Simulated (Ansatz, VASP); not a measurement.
Given: the input of a run of Ansatz 0.2.0 on Ga.

File input.yaml:

```yaml
crystal:
  lattice:
    - [2.71648, 0.0, 0.0]
    - [0.0, 2.71648, 0.0]
    - [0.0, 0.0, 2.71648]
  atoms:
    - { symbol: Ga, position: [0.0, 0.0, 0.0] }
hamiltonian:
  xc: pbesol
  pseudopotentials: { kind: paw }
  dispersion: d4
kpoints:
  mp_grid: { grid: [10, 10, 10] }
scf:
  occupations: { method: fermi_dirac, width: 0.05 }
output:
  forces: true
  stress: true
  eigenvalues: true
relax:
  f_tol: 0.01
  max_steps: 40
  cell: { stress_tol: 0.05 }
```

Potentials or basis: Ansatz PAW.

The run is started by

```bash
$ ansatz run input.yaml --threads 2 --pin off --max-ram 5632MiB --backend cpu --events-out ev --progress --plain --runs-dir out
```

Task: Translate it to VASP 6.6.1. Potentials there: VASP PAW PBE potentials, release 64 (Ga_d).

Result: As run (the cutoff follows the program's own potentials):

Contents of INCAR:

```
SYSTEM = Ga
ALGO = Fast
EDIFF = 1E-6
EDIFFG = -0.01
ENCUT = 600
GGA = PS
IBRION = 2
ISIF = 3
ISMEAR = -1
IVDW = 13
LASPH = .True.
LCHARG = .False.
LREAL = .False.
LWAVE = .False.
NELM = 80
NSW = 60
PREC = Accurate
SIGMA = 0.05
```

Contents of KPOINTS:

```
k-points
0
Gamma
  10 10 10
  0 0 0
```

Contents of POSCAR:

```
Ga
1.0
    2.7164800000      0.0000000000      0.0000000000
    0.0000000000      2.7164800000      0.0000000000
    0.0000000000      0.0000000000      2.7164800000
Ga
1
Direct
    0.0000000000      0.0000000000      0.0000000000
```

Potentials or basis: VASP PAW PBE potentials, release 64 (Ga_d).

The run is started by

```console
$ cat potpaw_PBE.64/Ga_d/POTCAR > POTCAR
$ mpirun -np 1 vasp_std > vasp.out
```

Both were run:

|  | VASP | Ansatz | Ansatz less VASP |
| --- | --- | --- | --- |
| gap on the k mesh at the Fermi level, each at its own relaxed structure (eV) | none | none | - |
| relaxed volume (Å³/atom) | 18.05 | 18.04 | -0.004 |
| relaxed cell length with the largest relative difference (Å) | 2.623 | 2.623 | -0.0002 |
| energy change over the relaxation (meV/atom) | -37 | -38 | -0.3 |

A gap of «none» marks a metal or a gap that the smearing closes.

Caveats: pairwise dispersion overbinds metals, which lowers pressure and volume; the PAW data sets were made with another functional, which shifts forces and pressure a little (VASP); the plane-wave basis is chosen anew once the cell has moved, so the energies of steps on either side of that aren't comparable (Ansatz); the PAW data sets come from PBE, with cores solved anew for the run's functional, which leaves a small shift of forces and pressure (Ansatz).
